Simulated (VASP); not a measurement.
# Si2Mo (P6_222) in VASP: a series of runs, part 2 of 2

VASP 6.6.1. The steps go on from the part before.

## Step 3: Relaxation of cell and atoms, PBE

INCAR reads:

```
SYSTEM = Si2Mo
PREC     = Accurate       ! precision mode
ENCUT    = 600            ! plane-wave cutoff, eV
EDIFF    = 1E-6           ! SCF threshold, eV
ISMEAR   = -1             ! smearing method
SIGMA    = 0.05           ! smearing width, eV
LREAL    = .False.        ! projectors in reciprocal space
LASPH    = .True.         ! aspherical terms in the spheres
NELM     = 60             ! most SCF steps
ALGO     = Fast           ! electronic algorithm
ISIF     = 3              ! what is computed and relaxed
LWAVE    = .False.        ! write WAVECAR
LCHARG   = .False.        ! write CHGCAR
GGA      = PE             ! functional
IBRION   = 2              ! ionic algorithm
NSW      = 40             ! ionic steps
EDIFFG   = -0.01          ! ionic threshold
```

KPOINTS reads:

```
regular mesh
0
Gamma
  5 5 3
  0 0 0
```

POSCAR reads:

```
Si2Mo
1.0
    4.5854715599      0.0000000000      0.0000000000
   -2.2927357800      3.9711348592      0.0000000000
    0.0000000000      0.0000000000      6.5797601000
Mo Si
3 6
Direct
    0.5000000000      0.5000000000      0.8333333333
    0.0000000000      0.5000000000      0.1666666667
    0.5000000000      0.0000000000      0.5000000000
    0.1638729800      0.3277459600      0.5000000000
    0.6722540400      0.8361270200      0.1666666667
    0.8361270200      0.1638729800      0.8333333333
    0.8361270200      0.6722540400      0.5000000000
    0.3277459600      0.1638729800      0.1666666667
    0.1638729800      0.8361270200      0.8333333333
```

Potentials or basis: VASP PAW PBE potentials, release 54 (Mo, Si).

On the command line:

```sh
> cat potpaw_PBE.54/Mo/POTCAR potpaw_PBE.54/Si/POTCAR > POTCAR
> mpirun -np 1 vasp_std > vasp.out
```

OUTCAR:

```text
SYSTEM = Si2Mo
   PREC = Accurate
   ENCUT = 600
   EDIFF = 1E-6
   ISMEAR = -1
   LREAL = .False.
   LASPH = .True.
   NELM = 60
   ISIF = 3
   GGA = PE
   IBRION = 2
   NSW = 40
   EDIFFG = -0.01

 ion  position               nearest neighbor table
   1  0.500  0.500  0.833-   4 2.57   7 2.57   5 2.57   8 2.57   9 2.64   6 2.64   9 2.64   6 2.64
                             6 2.67   9 2.67   3 3.17   3 3.17   2 3.17   2 3.17
   2  0.000  0.500  0.167-   4 2.57   7 2.57   6 2.57   9 2.57   8 2.64   5 2.64   5 2.64   8 2.64
                             5 2.67   8 2.67   3 3.17   3 3.17   1 3.17   1 3.17
   3  0.500  0.000  0.500-   6 2.57   9 2.57   8 2.57   5 2.57   4 2.64   7 2.64   7 2.64   4 2.64
                             4 2.67   7 2.67   2 3.17   2 3.17   1 3.17   1 3.17
   4  0.164  0.328  0.500-   6 2.55   8 2.55   1 2.57   2 2.57   7 2.60   3 2.64   3 2.64   3 2.67
                             7 2.67   7 2.67   5 3.15   9 3.15
   5  0.672  0.836  0.167-   7 2.55   6 2.55   3 2.57   1 2.57   8 2.60   2 2.64   2 2.64   2 2.67
                             8 2.67   8 2.67   4 3.15   9 3.15
   6  0.836  0.164  0.833-   4 2.55   5 2.55   3 2.57   2 2.57   9 2.60   1 2.64   1 2.64   1 2.67
                             9 2.67   9 2.67   7 3.15   8 3.15
   7  0.836  0.672  0.500-   9 2.55   5 2.55   1 2.57   2 2.57   4 2.60   3 2.64   3 2.64   3 2.67
                             4 2.67   4 2.67   8 3.15   6 3.15
   8  0.328  0.164  0.167-   4 2.55   9 2.55   3 2.57   1 2.57   5 2.60   2 2.64   2 2.64   2 2.67
                             5 2.67   5 2.67   7 3.15   6 3.15
   9  0.164  0.836  0.833-   7 2.55   8 2.55   3 2.57   2 2.57   6 2.60   1 2.64   1 2.64   1 2.67
                             6 2.67   6 2.67   4 3.15   5 3.15

  LATTYP: Found a hexagonal cell.
 ALAT       =     4.5854715599
 C/A-ratio  =     1.4349146024

  Lattice vectors:

 A1 = (   4.5854715599,   0.0000000000,   0.0000000000)
 A2 = (  -2.2927357800,   3.9711348592,   0.0000000000)
 A3 = (   0.0000000000,   0.0000000000,   6.5797601000)

Analysis of symmetry for initial positions (statically):
=====================================================================
 Subroutine PRICEL returns:
 Original cell was already a primitive cell.

 Routine SETGRP: Setting up the symmetry group for a
 hexagonal supercell.

 Subroutine GETGRP returns: Found 12 space group operations
[... 135 lines left out ...]
   IALGO  =     68    algorithm
   IMIX   =      4    mixing-type and parameters
     AMIX     =   0.40;   BMIX     =  1.00
     AMIX_MAG =   1.60;   BMIX_MAG =  1.00
  volume/ion in A,a.u.               =      13.31        89.84
  Fermi-wavevector in a.u.,A,eV,Ry     =   1.154308  2.181326 18.128768  1.332427
  Thomas-Fermi vector in A             =   2.290945
   LORBIT       =      0    0 simple, 1 ext, 2 COOP (PROOUT), +10 PAW based schemes
   GGA     = PE    functional components
   LHFCALC =     F    Hartree Fock is set to
   AEXX    =    0.0000 exact exchange contribution
   IVDW    =     0    specifies the selected vdW correction
   LEPSILON=     F    determine dielectric tensor
   LRPA    =     F    only Hartree local field effects (RPA)
 conjugate gradient relaxation of ions
 non-spin polarized calculation
 RMM-DIIS sequential band-by-band and
  energy-cutoff  :      600.00
  volume of cell :      119.81
 maximum number of plane-waves:      4011
 NGX is ok and might be reduce to    40
   NGX = 19   NGY = 19   NGZ = 27

--------------------------------------- Ionic step        1  -------------------------------------------

 number of electron      42.0000000 magnetization

 Free energy of the ion-electron system (eV)
  ---------------------------------------------------
  ext. energy  EPLUGINS =         0.00000000
  ---------------------------------------------------
  free energy    TOTEN  =       -69.68988768 eV

  energy without entropy =      -69.68971152  energy(sigma->0) =      -69.68979960

------------------------ aborting loop because EDIFF is reached ----------------------------------------

  FORCE on cell =-STRESS in cart. coord.  units (eV):
  Direction    XX          YY          ZZ          XY          YZ          ZX
  --------------------------------------------------------------------------------------
  -------------------------------------------------------------------------------------
  Total        2.3940485      2.3940485      2.3769826     -0.0000000      0.0000000      0.0000000
  in kB       32.0136231     32.0136231     31.7854153     -0.0000000      0.0000000      0.0000000
  external PRESSURE =      31.9375539 kB  Pullay stress =       0.0000000 kB
[... 159 lines left out ...]
--------------------------------------- Ionic step        5  -------------------------------------------

 number of electron      42.0000000 magnetization

 Free energy of the ion-electron system (eV)
  ---------------------------------------------------
  ext. energy  EPLUGINS =         0.00000000
  ---------------------------------------------------
  free energy    TOTEN  =       -69.70727199 eV

  energy without entropy =      -69.70707142  energy(sigma->0) =      -69.70717171

 E-fermi :  10.4266     XC(G=0): -12.2739

 val. band max:       10.1129499357   @ k =   0.0000   0.0000   0.3333
 cond. band min:      10.7602697010   @ k =   0.4000  -0.0000   0.0000
 fundamental gap:      0.6473197652
 Fermi energy:        10.4265753287

 k-point     1 :       0.0000    0.0000    0.0000
  band No.  band energies     occupation
      1      -3.4814      2.00000
      2      -0.4535      2.00000
      3      -0.4535      2.00000
      4       3.2652      2.00000
      5       3.9608      2.00000
      6       3.9608      2.00000
[... 315 lines left out ...]
  FREE ENERGIE OF THE ION-ELECTRON SYSTEM (eV)
  ---------------------------------------------------
  free  energy   TOTEN  =       -69.7072719944 eV

  energy  without entropy=      -69.7070714188  energy(sigma->0) =      -69.70717171

 reached required accuracy - stopping structural energy minimisation
```

Run time: 3.7 min. Hardware: 1 thread of Intel Xeon Platinum 8259CL at 2.50GHz (Skylake/Cascade Lake), shared host; peak memory 0.31 GiB.

Results:

- Free energy: -69.7073 eV
- Relaxed volume: 13.51 Å³/atom
- Relaxed cell: a = 4.609 Å, b = 4.609 Å, c = 6.607 Å, α = 90.00°, β = 90.00°, γ = 120.00°
- Space group after relaxing (to 0.05 Å): P6_222 (No. 180)
- Energy gained by relaxing: 1.9 meV/atom
- Ionic steps: 5
- Pressure after relaxing: 0.1 GPa
- Largest force after relaxing: 0.004 eV/Å
- Band gap on the k mesh: 0.65 eV, indirect (least direct gap 0.90 eV)

Forces on the atoms (eV/Å):
```
Mo   0.000  0.000  0.000
Mo   0.000  0.000  0.000
Mo   0.000  0.000  0.000
Si   0.000  0.004  0.000
Si  -0.003 -0.002  0.000
Si  -0.003  0.002  0.000
Si   0.000 -0.004  0.000
Si   0.003  0.002  0.000
Si   0.003 -0.002  0.000
```

The path:
| step | energy change (eV) | largest force (eV/Å) | pressure (GPa) | volume (Å³) |
| --- | --- | --- | --- | --- |
| 1 | 0.0000 | 0.0138 | 3.19 | 119.81 |
| 2 | 0.0272 | 0.0209 | -4.79 | 124.48 |
| 3 | -0.0173 | 0.0161 | -0.05 | 121.58 |
| 4 | -0.0173 | 0.0164 | 0.05 | 121.54 |
| 5 | -0.0174 | 0.0039 | 0.05 | 121.55 |

Final structure:
```
Mo Si
1.0
     4.60919    0.00000    0.00000
    -2.30460    3.99168    0.00000
     0.00000    0.00000    6.60657
Mo Si
3 6
Direct
  0.50000 0.50000 0.83333
  0.00000 0.50000 0.16667
  0.50000 0.00000 0.50000
  0.16399 0.32798 0.50000
  0.67202 0.83601 0.16667
  0.83601 0.16399 0.83333
  0.83601 0.67202 0.50000
  0.32798 0.16399 0.16667
  0.16399 0.83601 0.83333
```

Levels at points of the mesh, in eV from the valence-band top:
| k point | band 17 | band 18 | band 19 | band 20 | band 21 | band 22 | band 23 | band 24 | band 25 | band 26 |
| --- | --- | --- | --- | --- | --- | --- | --- | --- | --- | --- |
| (0.00, 0.00, 0.00) | -2.66 | -2.66 | -2.39 | -1.77 | -0.45 | 2.30 | 2.65 | 2.65 | 2.75 | 2.82 |

Caveat: an odd mesh through Γ misses points on the zone boundary, where band edges often lie. As with any semilocal functional, this PBE gap is likely too small.

## Step 4: Relaxation of cell and atoms, PBE

INCAR reads:

```
SYSTEM = Si2Mo
PREC = Accurate
ENCUT = 600
EDIFF = 1E-6
ISMEAR = -1
SIGMA = 0.05
LREAL = .False.
LASPH = .True.
NELM = 60
ALGO = Fast
ISIF = 3
LWAVE = .False.
LCHARG = .False.
GGA = PE
IBRION = 2
NSW = 40
EDIFFG = -0.001
```

KPOINTS reads:

```
Automatic mesh
0
Gamma
  5 5 3
  0 0 0
```

POSCAR is that of step 3.

Potentials or basis: VASP PAW PBE potentials, release 64 (Mo_sv, Si).

On the command line:

```sh
> cat potpaw_PBE.64/Mo_sv/POTCAR potpaw_PBE.64/Si/POTCAR > POTCAR
> mpirun -np 1 vasp_std > vasp.out
```

It took 9.6 min on 1 thread of Intel Xeon Platinum 8259CL at 2.50GHz (Skylake/Cascade Lake), shared host; peak memory 0.32 GiB.

Results (log left out):

| Quantity | Value |
| --- | --- |
| Free energy | -69.5483 eV |
| Relaxed volume | 13.54 Å³/atom |
| Relaxed cell | a = 4.615 Å, b = 4.615 Å, c = 6.607 Å, α = 90.00°, β = 90.00°, γ = 120.00° |
| Space group after relaxing (to 0.05 Å) | P6_222 (No. 180) |
| Energy gained by relaxing | 2.5 meV/atom |
| Ionic steps | 16 |
| Pressure after relaxing | 0.0 GPa |
| Band gap on the k mesh | 0.60 eV, indirect (least direct gap 0.87 eV) |

The path:
```
step  energy change (eV)  largest force (eV/Å)  pressure (GPa)  volume (Å³)
   1              0.0000                0.0118            3.63       119.81
   2              0.0314                0.0187           -5.07       125.12
   3             -0.0226                0.0136           -0.05       121.84
   4             -0.0226                0.0138            0.05       121.80
   5             -0.0229                0.0024            0.09       121.81
   6             -0.0229                0.0007            0.09       121.81
   7             -0.0229                0.0015            0.09       121.81
   8             -0.0229                0.0018            0.09       121.81
   9             -0.0229                0.0021            0.09       121.81
  10             -0.0229                0.0001           -0.12       121.93
  11             -0.0229                0.0014            0.02       121.86
  12             -0.0229                0.0011           -0.01       121.87
  13             -0.0229                0.0012           -0.01       121.87
  14             -0.0229                0.0013           -0.01       121.86
  15             -0.0229                0.0013            0.00       121.86
  16             -0.0229                0.0004            0.00       121.86
```

Final structure:
```xyz
9
Lattice="4.6151 0.0000 0.0000 -2.3075 3.9968 0.0000 0.0000 0.0000 6.6067" Properties=species:S:1:pos:R:3 pbc="T T T"
Mo    1.1538    1.9984    5.5056
Mo   -1.1538    1.9984    1.1011
Mo    2.3075    0.0000    3.3033
Si    0.0000    1.3109    3.3033
Si    1.1723    3.3413    1.1011
Si    3.4798    0.6554    5.5056
Si    2.3075    2.6859    3.3033
Si    1.1352    0.6554    1.1011
Si   -1.1723    3.3413    5.5056
```

Levels at points of the mesh, in eV from the valence-band top:
| k point | band 29 | band 30 | band 31 | band 32 | band 33 | band 34 | band 35 | band 36 | band 37 | band 38 |
| --- | --- | --- | --- | --- | --- | --- | --- | --- | --- | --- |
| (0.00, 0.00, 0.00) | -2.66 | -2.66 | -2.40 | -1.76 | -0.46 | 2.27 | 2.62 | 2.62 | 2.69 | 2.80 |

Caveat: an odd mesh through Γ misses points on the zone boundary, where band edges often lie.

## Step 5: For comparison

An earlier run on the cell as given: functional PBE; potentials or basis VASP PAW PBE potentials, release 64 (Mo_sv, Si); cutoff 520 eV; k mesh 7 × 7 × 4; occupations fermi-dirac, width 0.05 eV; no spin polarisation.

* Pressure: 3.7 GPa
* Largest force: 0.006 eV/Å
* Band gap on the k mesh: 0.27 eV, indirect (least direct gap 0.63 eV)

## Step 6: Summary

| task | potentials or basis | cell | k mesh | cutoff (eV) | other keys | gap on the mesh (eV) | pressure (GPa) | relaxed volume (Å³/atom) |
| --- | --- | --- | --- | --- | --- | --- | --- | --- |
| relaxation of cell and atoms | VASP PAW PBE potentials, release 54 (Mo_sv, Si) | relaxed | 5 × 5 × 3 | 600 | - | 0.60 | 0.1 | 13.53 |
| relaxation of cell and atoms | VASP PAW PBE potentials, release 54 (Mo, Si) | relaxed | 5 × 5 × 3 | 600 | - | 0.65 | 0.1 | 13.51 |
| relaxation of cell and atoms | VASP PAW PBE potentials, release 64 (Mo_sv, Si) | relaxed | 5 × 5 × 3 | 600 | EDIFFG = -0.001 | 0.60 | 0.0 | 13.54 |
| single point | VASP PAW PBE potentials, release 64 (Mo_sv, Si) | as given | 7 × 7 × 4 | 520 | - | 0.27 | 3.7 | - |

Alike in all rows: level PBE; no spin polarisation; smearing fermi-dirac 0.05 eV.

Caveats: an odd mesh through Γ misses points on the zone boundary, where band edges often lie.

Absolute energies hang on the potentials; compare differences alone.
